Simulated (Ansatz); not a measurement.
# Mo, one cell by several methods

```
Mo
1.0
     0.00000    2.01500    2.01500
     2.01500    0.00000    2.01500
     2.01500    2.01500    0.00000
Mo
1
Direct
  0.00000 0.00000 0.00000
```

The conventional cell has a = 4.030 Å, b = 4.030 Å, c = 4.030 Å, α = 90.00°, β = 90.00°, γ = 90.00°. Mo (atom 1) has 12 Mo at 2.85 Å as nearest neighbours.

The geometry is COD entry 1534907, unchecked; take it as a test cell.

All numbers are computed: DFT, PBE, PAW with Ansatz's default frozen-core files, scalar-relativistic (Ansatz 0.2.0); DFT, PBE, all-electron LAPW, scalar-relativistic (Ansatz 0.2.0).

For PAW: a Γ-centred 17×17×17 k mesh, Fermi–Dirac smearing of 0.08 eV, cutoff 420 eV, no spin polarisation. LAPW targets a basis error of 0.5 meV/atom. The Ansatz runs share mesh, smearing and spin set-up. Plane-wave (PAW) pressures include the program's estimate of the Pulay term.

Stress and pressure are positive in compression.

Levels count from the Fermi level.

| quantity | PAW | LAPW |
| --- | --- | --- |
| pressure (GPa) | -4.61 | -4.59 |
| highest filled level at U (eV) | -2.909 | -2.909 |
| lowest empty level at U (eV) | 0.095 | 0.095 |
| highest filled level at L (eV) | -0.858 | -0.857 |
| lowest empty level at L (eV) | 1.474 | 1.473 |
| highest filled level at K (eV) | -2.909 | -2.909 |
| lowest empty level at K (eV) | 0.095 | 0.095 |

PAW's pressure differs from the LAPW value by -0.03 GPa.
